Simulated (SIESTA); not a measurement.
The system is CoO.

```
CELL_PARAMETERS angstrom
3.01440 0.00000 0.00000
1.50720 2.61054 0.00000
1.50720 0.87018 2.46124
ATOMIC_POSITIONS crystal
Co 0.00000 0.00000 0.00000
O 0.50000 0.50000 0.50000
```

Program: SIESTA 5.4.2. Alike in all runs: task single point; level PBE; spin collinear, ferromagnetic start; cell as given; k mesh 8 × 8 × 8; smearing fermi-dirac 0.05 eV; grid cutoff 800 Ry; energy shift 0.003 Ry.

**Question.** Order these runs on this cell by their pressure, lowest first.
A. potentials or basis SPMS 1.0 (PBE files) or PseudoDojo by element, DZP (energy shift 0.003 Ry; two zetas on semicore shells)
B. potentials or basis Ansatz NC with PseudoDojo 0.4 standard (PBE files), DZP (energy shift 0.003 Ry; two zetas on semicore shells)
C. potentials or basis SG15 1.2 (PBE files) or PseudoDojo by element, DZP (energy shift 0.003 Ry; two zetas on semicore shells)

**Answer.** A (-2.4 GPa), B (0.1 GPa), C (1.8 GPa).

Caveats: the basis of atomic orbitals isn't converged, which shifts pressures, moduli and gaps; a cell with one magnetic atom can't hold antiferromagnetic order, which such compounds often take; short orbitals over semicore shells can move pressures by several GPa (some runs).
